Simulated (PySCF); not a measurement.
**1-butene: calculation against experiment**

**Measured values to compare with.**

NIST CCCBDB Release 22 (SRD 101), experimental polarizabilities lists, for the gas: mean polarisability 7.83 Å³.

The runs below try to reproduce these values; the comparison stands at the end.

Compound: 1-butene, C4H8.
SMILES with atom numbers: `[CH2:1]=[CH:2][CH2:3][CH3:4]` (hydrogens: H5, H6 on C1; H7 on C2; H8, H9 on C3; H10, H11, H12 on C4)

Structure used (PBE0-D3(BJ)/def2-SVP), in Å, numbered top down from 1:
```
atom  x, y, z in Å
C1     1.905    0.313    0.570
C2     0.680    0.680    0.191
C3    -0.257   -0.143   -0.635
C4    -1.556   -0.476    0.095
H5     2.326   -0.654    0.275
H6     2.535    0.963    1.184
H7     0.299    1.659    0.514
H8    -0.498    0.410   -1.561
H9     0.248   -1.071   -0.951
H10   -1.358   -1.064    1.004
H11   -2.237   -1.057   -0.545
H12   -2.087    0.439    0.403
```

Runs made with PySCF (gas phase, on this PBE0-D3(BJ)/def2-SVP geometry; no spin–orbit coupling):

| level | job | basis functions |
| --- | --- | --- |
| CAM-B3LYP/def2-SVPD | 10 singlets by full TDDFT, 4 Tamm–Dancoff triplets, polarisability, ΔSCF ions | 144 |
| LC-wPBE/def2-SVPD | 10 singlets by full TDDFT, 4 Tamm–Dancoff triplets, polarisability, ΔSCF ions | 144 |
| PBE0/6-31+G* | 10 singlets by full TDDFT, 4 Tamm–Dancoff triplets, polarisability | 88 |
| PBE0/6-31G* | 10 singlets by full TDDFT, 4 Tamm–Dancoff triplets, polarisability | 72 |
| PBE0/aug-cc-pVDZ | 10 singlets by full TDDFT, 4 Tamm–Dancoff triplets, polarisability | 164 |
| PBE0/def2-SVP | 10 singlets by full TDDFT, 4 Tamm–Dancoff triplets, polarisability | 96 |
| PBE0/def2-TZVP | 10 singlets by full TDDFT, 4 Tamm–Dancoff triplets, polarisability | 172 |
| PBE0/def2-TZVPD | 10 singlets by full TDDFT, 4 Tamm–Dancoff triplets, polarisability | 220 |
| wB97X-D/def2-SVPD | 10 singlets by full TDDFT, 4 Tamm–Dancoff triplets, polarisability, ΔSCF ions | 144 |

All basis functions are spherical.

Results beside the measurements:

**Mean polarisability.** Measured: 7.83 Å³ (NIST CCCBDB Release 22 (SRD 101), experimental polarizabilities).

```tsv
level	computed (Å³)	computed − measured (Å³)	% (from the printed values)
CAM-B3LYP/def2-SVPD	7.70	-0.13	-2
LC-wPBE/def2-SVPD	7.49	-0.34	-4
PBE0/6-31+G*	7.26	-0.57	-7
PBE0/6-31G*	6.31	-1.52	-19
PBE0/aug-cc-pVDZ	7.96	+0.13	+2
PBE0/def2-SVP	6.64	-1.19	-15
PBE0/def2-TZVP	7.50	-0.33	-4
PBE0/def2-TZVPD	7.92	+0.09	+1
wB97X-D/def2-SVPD	7.71	-0.12	-2
```

Closest is PBE0/def2-TZVPD (+0.09 Å³), furthest PBE0/6-31G* (-1.52 Å³); one molecule doesn't rank methods. The computed values are static and purely electronic, with core orbitals frozen in the response (1 au = 0.148185 Å³). The table of measured values doesn't say here whether a value is static or optical, or holds a vibrational part. The measurement averages over conformers, the calculation has one.

The geometry is computed, not the measured one. Where a level misses, the cause wasn't examined.
